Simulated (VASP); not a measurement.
The system is CdS (Greenockite).

```
Cd S
1.0
     4.15000    0.00000    0.00000
    -2.07500    3.59401    0.00000
     0.00000    0.00000    6.73700
Cd S
2 2
Cartesian
  2.0750 1.1980 3.3685
  0.0000 2.3960 0.0000
  2.0750 1.1980 5.8949
  0.0000 2.3960 2.5264
```

* Program: VASP 6.6.1
* Task: relaxation of cell and atoms
* Functional: PBE
* Potentials or basis: VASP PAW PBE potentials, release 64 (Cd, S_h)
* Cutoff: 980 eV
* k mesh: 7 × 7 × 4
* Occupations: fermi-dirac, width 0.05 eV
* Spin: no spin polarisation

At the start: pressure 2.5 GPa; volume 25.12 Å³/atom.

**Question.** Where does the relaxation end?

**Answer.** Over 5 steps the energy falls by 8.2 meV/atom and the volume is 26.19 Å³/atom (+4.3 %); space group P6_3mc (No. 186, to 0.05 Å).

Step by step:
| step | energy change (eV) | largest force (eV/Å) | pressure (GPa) | volume (Å³) |
| --- | --- | --- | --- | --- |
| 1 | 0.0000 | 0.0696 | 2.47 | 100.48 |
| 2 | -0.0297 | 0.0012 | -0.70 | 106.22 |
| 3 | -0.0328 | 0.0141 | 0.00 | 104.80 |
| 4 | -0.0328 | 0.0133 | -0.05 | 104.88 |
| 5 | -0.0328 | 0.0072 | 0.04 | 104.76 |

Final structure:
```
CELL_PARAMETERS angstrom
4.20247 0.00000 0.00000
-2.10124 3.63945 0.00000
0.00000 0.00000 6.84960
ATOMIC_POSITIONS crystal
Cd 0.66667 0.33333 0.49952
Cd 0.33333 0.66667 0.99952
S 0.66667 0.33333 0.87548
S 0.33333 0.66667 0.37548
```
